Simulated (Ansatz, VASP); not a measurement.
**Si2Mo in VASP and in Ansatz**

The input INCAR:

```
SYSTEM = Si2Mo
PREC     = Accurate       ! precision mode
ENCUT    = 600            ! plane-wave cutoff, eV
EDIFF    = 1E-6           ! SCF threshold, eV
ISMEAR   = -1             ! smearing method
SIGMA    = 0.05           ! smearing width, eV
LREAL    = .False.        ! projectors in reciprocal space
LASPH    = .True.         ! aspherical terms in the spheres
NELM     = 60             ! most SCF steps
ALGO     = Fast           ! electronic algorithm
ISIF     = 3              ! what is computed and relaxed
LWAVE    = .False.        ! write WAVECAR
LCHARG   = .False.        ! write CHGCAR
GGA      = PE             ! functional
IBRION   = 2              ! ionic algorithm
NSW      = 40             ! ionic steps
EDIFFG   = -0.01          ! ionic threshold
```

Contents of KPOINTS:

```
regular mesh
0
Gamma
  5 5 3
  0 0 0
```

POSCAR

```
Si2Mo
1.0
    4.5854715599      0.0000000000      0.0000000000
   -2.2927357800      3.9711348592      0.0000000000
    0.0000000000      0.0000000000      6.5797601000
Mo Si
3 6
Direct
    0.5000000000      0.5000000000      0.8333333333
    0.0000000000      0.5000000000      0.1666666667
    0.5000000000      0.0000000000      0.5000000000
    0.1638729800      0.3277459600      0.5000000000
    0.6722540400      0.8361270200      0.1666666667
    0.8361270200      0.1638729800      0.8333333333
    0.8361270200      0.6722540400      0.5000000000
    0.3277459600      0.1638729800      0.1666666667
    0.1638729800      0.8361270200      0.8333333333
```

File input.yaml:

```yaml
crystal:
  lattice:
    - [4.5854715599, 0.0, 0.0]
    - [-2.29273578, 3.9711348592, 0.0]
    - [0.0, 0.0, 6.5797601]
  atoms:
    - { symbol: Mo, position: [0.5, 0.5, 0.8333333333] }
    - { symbol: Mo, position: [0.0, 0.5, 0.1666666667] }
    - { symbol: Mo, position: [0.5, 0.0, 0.5] }
    - { symbol: Si, position: [0.16387298, 0.32774596, 0.5] }
    - { symbol: Si, position: [0.67225404, 0.83612702, 0.1666666667] }
    - { symbol: Si, position: [0.83612702, 0.16387298, 0.8333333333] }
    - { symbol: Si, position: [0.83612702, 0.67225404, 0.5] }
    - { symbol: Si, position: [0.32774596, 0.16387298, 0.1666666667] }
    - { symbol: Si, position: [0.16387298, 0.83612702, 0.8333333333] }
hamiltonian:
  xc: pbe
  pseudopotentials: { kind: paw }
kpoints:
  mp_grid: { grid: [5, 5, 3] }
scf:
  occupations: { method: fermi_dirac, width: 0.05 }
output:
  forces: true
  stress: true
  eigenvalues: true
relax:
  f_tol: 0.01
  max_steps: 40
  cell: { stress_tol: 0.05 }
```

Measurements of this composition are mostly on another form, of space group No. 139.

Alike in both runs: task relaxation of cell and atoms; functional PBE; k mesh 5 × 5 × 3; occupations fermi-dirac, width 0.05 eV; no spin polarisation.

|  | VASP | Ansatz |
| --- | --- | --- |
| version | VASP 6.6.1 | Ansatz 0.2.0 |
| potentials or method | VASP PAW PBE potentials, release 64 (Mo_sv_GW, Si_GW) | Ansatz PAW |
| plane-wave cutoff (eV) | 600 | 420 |
| valence electrons in the cell | 66 | 66 |

Ansatz gave:

* gap on the k mesh at the Fermi level, each at its own relaxed structure (eV): 0.60
* relaxed volume (Å³/atom): 13.53
* relaxed cell length with the largest relative difference (Å): 6.606
* energy change over the relaxation (meV/atom): -2

**Question.** Estimate VASP's values.

**Answer.** gap on the k mesh at the Fermi level, each at its own relaxed structure (eV): 0.60; relaxed volume (Å³/atom): 13.52; relaxed cell length with the largest relative difference (Å): 6.605; energy change over the relaxation (meV/atom): -2.

Caveats: an odd mesh through Γ misses points on the zone boundary, where band edges often lie (VASP); odd divisions of the mesh miss points on the zone boundary, where band edges often lie, so the gap on the mesh can be too wide (Ansatz); the plane-wave basis is chosen anew once the cell has moved, so the energies of steps on either side of that aren't comparable (Ansatz). PBE gaps usually lie below the measured ones, often by a third to a half.
